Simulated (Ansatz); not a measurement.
Ga:

```
CELL_PARAMETERS angstrom
1.38300 -4.02650 0.00000
1.38300 4.02650 0.00000
-0.11745 0.00000 3.32993
ATOMIC_POSITIONS crystal
Ga 0.13100 0.86900 0.75000
Ga 0.86900 0.13100 0.25000
```

This isn't the form of Ga at room conditions, which is orthorhombic.

- Program: Ansatz 0.2.0
- Task: single point
- Functional: PBEsol
- Potentials or basis: all-electron LAPW, scalar-relativistic
- Cutoff: 256 eV (chosen from the basis error)
- Basis error allowed: 0.001 eV/atom
- k mesh: 10 × 10 × 8
- Occupations: fermi-dirac, width 0.05 eV
- Spin: no spin polarisation

On this cell: pressure -1.9 GPa; largest force 0.196 eV/Å; band gap on the k mesh none (metal or under the smearing width).

The same run follows on a disturbed copy (atoms moved at random, drawn with an rms of 0.05 Å):

```
Ga
1.0
     1.38300   -4.02650    0.00000
     1.38300    4.02650    0.00000
    -0.11745    0.00000    3.32993
Ga
2
Direct
  0.11699 0.85684 0.74834
  0.86667 0.13242 0.23663
```

Q: What does the disturbed cell give?

A: The energy (extrapolated to zero smearing) moves by +0.0 meV/atom; pressure -1.9 GPa; largest force 0.178 eV/Å; band gap on the k mesh none (metal or under the smearing width).

Forces on the atoms (eV/Å):
```
Ga   0.004 -0.164 -0.069
Ga  -0.004  0.164  0.069
```

Stress tensor (GPa, compression positive):
```
-1.19 -0.02  0.43
-0.02 -1.81  0.12
 0.43  0.12 -2.75
```
